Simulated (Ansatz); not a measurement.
# PbS under changes of volume

One of the cells (26.686 Å³/atom); the others are scaled copies at fixed shape and fractional positions:

```xyz
2
Lattice="2.1127 1.2197 3.4519 -2.1127 1.2197 3.4519 0.0000 -2.4395 3.4519" Properties=species:S:1:pos:R:3 pbc="T T T"
Pb    0.0000    0.0000   10.1545
S     0.0000    0.0000    4.9193
```

The cell is a database's computed one.

```yaml
Program: Ansatz 0.2.0
Functional: PBE
Potentials_or_basis: Ansatz PAW
Cutoff: "420 eV (not typed: the program's choice for these potentials)"
k_mesh: 8 × 8 × 8
Occupations: fermi-dirac, width 0.05 eV
Spin: no spin polarisation
```

```csv
volume (Å³/atom),energy over the lowest point (meV/atom),pressure (GPa),gap on the mesh (eV),largest force (eV/Å)
25.085,29.39,4.9,0.23,0.053
25.618,15.52,3.4,0.31,0.041
26.152,6.29,2.1,0.38,0.029
26.686,1.25,0.9,0.45,0.019
27.220,0.00,-0.2,0.52,0.008
27.753,?,?,?,?
28.287,7.36,-2.0,0.63,0.011
```

**Question.** What does the run at 27.753 Å³/atom give?

**Answer.** Energy over the lowest point 2.15 meV/atom; pressure -1.1 GPa; gap on the mesh 0.58 eV; largest force 0.002 eV/Å.

Worked out: A Birch-Murnaghan fit of order 3 (a polynomial in V^(-2/3)) to the other rows has its minimum at 27.14 Å³/atom with B0 = V·E''(V) = 53 GPa and B' = 4.3 at fixed shape and positions, which overstates the stiffness. It gives 2.14 meV/atom at 27.753 Å³/atom, against the run's 2.15, and -dE/dV = -1.1 GPa, against -1.1. A straight line through the other rows of the gap, of slope 3.34 eV per unit of ln V (its deformation potential), gives 0.58 eV, against the run's 0.58.

Energies are extrapolated to zero smearing.

Caveats: spin-orbit coupling is left out, which as a rule narrows the gap of such compounds by several tenths of an eV.

A mesh can miss the band edges.
